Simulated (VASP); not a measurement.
The system is NiO.

```
Ni O
1.0
     0.00000    2.28355    2.28355
     2.28355    0.00000    2.28355
     2.28355    2.28355    0.00000
Ni O
1 1
Direct
  0.00000 0.00000 0.00000
  0.25000 0.25000 0.25000
```

Measurements of this composition are mostly on another form, of space group No. 225.

Base run:

| Item | Value |
| --- | --- |
| Program | VASP 6.6.1 |
| Functional | PBE |
| Potentials or basis | VASP PAW PBE potentials, release 64 (Ni, O) |
| Cutoff | 520 eV |
| k mesh | 7 × 7 × 7 |
| Occupations | gaussian, width 0.05 eV |
| Spin | no spin polarisation |

Its results: band gap on the k mesh none (metal or under the smearing width); pressure -11.8 GPa.

**Question.** The run is repeated on the same cell with these changes: spin from no spin polarisation to collinear spin, random start; further incar settings from ALGO = Normal; EDIFF = 1e-06; NBANDS = 15 to ALGO = Fast; EDIFF = 1e-06; NBANDS = 19. What comes out?

**Answer.** Band gap on the k mesh none (metal or under the smearing width); pressure -6.9 GPa; net moment 1.99 μB per cell; site moments Ni +1.55; O +0.38 μB.

Caveats: semilocal functionals often make such compounds metallic where correlation or magnetic order opens a gap, which also shifts bond lengths; a cell with one magnetic atom can't hold antiferromagnetic order, which such compounds often take (some runs).
